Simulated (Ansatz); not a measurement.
## BeTe single point

input.yaml (Ansatz 0.2.0)

```yaml
crystal:
  lattice:
    - [0.0, 2.807254, 2.807254]
    - [2.807254, 0.0, 2.807254]
    - [2.807254, 2.807254, 0.0]
  atoms:
    - { symbol: Be, position: [0.0, 0.0, 0.0] }
    - { symbol: Te, position: [0.25, 0.25, 0.25] }
  symmetry: { tolerance: 0.0003 }
kpoints:
  mp_grid: { grid: [8, 8, 8], shift: [0, 0, 0] }
  band_path:
    path:
      - [0.0, 0.0, 0.0]
      - [-0.5, -0.5, 0.0]
      - [-0.375, -0.375, 0.25]
      - [-0.375, 0.0, 0.375]
      - [0.0, 0.0, 0.0]
      - [0.0, 0.0, 0.5]
      - [-0.5, -0.25, 0.25]
      - [-0.5, -0.5, 0.0]
    npoints: 8
magnetization:
  spin_polarized: false
scf:
  occupations: { method: fermi_dirac }
  lower_state_search: "off"
  max_iter: 200
hamiltonian:
  pseudopotentials: { kind: paw }
  xc: r2scan
basis:
  ecutwfc: 500
  fft_grid_basis: typed
output:
  forces: true
  stress: true
  eigenvalues: true
  bader: true
  populations: true
  elf: true
  write_potential: true
  volumetric_format: npy
  dos:
    e_range: [-12, 8]
    de: 0.05
    projected: { site_lists: { Be: [Be], Te: [Te] } }
checkpoint:
  read: saved_state
```

The run starts from an earlier solution of this cell. 

Excerpt of what it printed:

```
SCF iter   1: F=-7089.0849 eV  Δρ=2.84e-4  dr2=3.28e-5  dr2_τ=1.83e-4
SCF iter   2: F=-7089.0850 eV  Δρ=1.27e-4  dr2=2.93e-6  dr2_τ=1.24e-6
SCF iter   3: F=-7089.0850 eV  Δρ=5.80e-5  dr2=6.07e-7  dr2_τ=2.57e-7
SCF iter   4: F=-7089.0850 eV  Δρ=3.95e-6  dr2=6.58e-9  dr2_τ=6.30e-10
Free energy (F): -7089.0850 eV
Harris-Foulkes:  -7089.0850 eV  (|F-HF|=2.17e-8)
Internal energy: -7089.0850 eV  (E = F + TS)
E sigma→0 (E₀):  -7089.0850 eV
Entropy (-TS):    0.0000 eV (-0.000 meV/atom)
Fermi energy:    8.5406 eV
--- Stress (GPa, compression-positive) ---
        1.4098       0.0000       0.0000
        0.0000       1.4098       0.0000
        0.0000       0.0000       1.4098
  P = ⅓ Tr σ = 1.4098 GPa (14.098 kbar)
--- Löwdin populations: 2 sites ---
  site symbol       q [e]
     0     Be      0.6894
     1     Te     16.9367
  spilling = 0.0208 (of n_electrons = 18.0000)
--- Bader charges: 2 sites ---
  site symbol  charge [e]  shift [e]
     0     Be      1.5515     0.0001
     1     Te     -1.5515     0.0001
```

Origin: a database entry at a rescaled volume.
